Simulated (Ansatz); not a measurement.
# GeSe: the cost of one run

Program: Ansatz 0.2.0. Level of theory: DFT PBE, scalar-relativistic, plane waves, PAW. These are calculated values, not measurements.

### Step 1. The structure to begin with

It takes space group Pnma (No. 62, orthorhombic). Conventional cell: a = 10.833 Å, b = 3.835 Å, c = 4.395 Å, α = 90.00°, β = 90.00°, γ = 90.00°. Ge (site symmetry m) has 3 Se at 2.57 to 2.58 Å as nearest neighbours. Se (site symmetry m) is surrounded by 3 Ge at 2.57 to 2.58 Å.

As a file:

```
Ge Se
1.0
    10.83300    0.00000    0.00000
     0.00000    3.83550    0.00000
     0.00000    0.00000    4.39540
Ge Se
4 4
Direct
  0.37899 0.75000 0.61130
  0.12101 0.25000 0.11130
  0.87899 0.75000 0.88870
  0.62101 0.25000 0.38870
  0.14650 0.75000 0.49760
  0.35350 0.25000 0.99760
  0.64650 0.75000 0.00240
  0.85350 0.25000 0.50240
```

Source of the structure: the Crystallography Open Database.

(A quick probe on a coarse mesh, which set the mesh and smearing, is not shown.)

### Step 3. The relaxation

File input.yaml:

```yaml
crystal:
  lattice:
    - [10.833, 0.0, 0.0]
    - [0.0, 3.8355, 0.0]
    - [0.0, 0.0, 4.3954]
  atoms:
    - { symbol: Ge, position: [0.37899, 0.75, 0.6113] }
    - { symbol: Ge, position: [0.12101, 0.25, 0.1113] }
    - { symbol: Ge, position: [0.87899, 0.75, 0.8887] }
    - { symbol: Ge, position: [0.62101, 0.25, 0.3887] }
    - { symbol: Se, position: [0.1465, 0.75, 0.4976] }
    - { symbol: Se, position: [0.3535, 0.25, 0.9976] }
    - { symbol: Se, position: [0.6465, 0.75, 0.0024] }
    - { symbol: Se, position: [0.8535, 0.25, 0.5024] }
basis:
  ecutwfc: 420
kpoints:
  mp_grid: { grid: [4, 8, 6] }
hamiltonian:
  xc: pbe
scf:
  occupations: { method: gaussian, width: 0.02 }
output:
  forces: true
  stress: true
  eigenvalues: true
  write_density: true
  write_potential: true
  elf: true
  volumetric_format: npy
relax:
  adjacent_minimum: "off"
  f_tol: 0.005
  max_steps: 80
  cell: { stress_tol: 0.05 }
```

Launch:

```bash
$ ansatz run input.yaml --threads 1 --pin off --max-ram 2560MiB --backend cpu --events-out ev --progress --plain --runs-dir out
```

Q: Estimate wall time and peak memory on 1 thread of Arm Neoverse V1, shared host.

About 9.1 min, with a peak of 0.79 GiB.
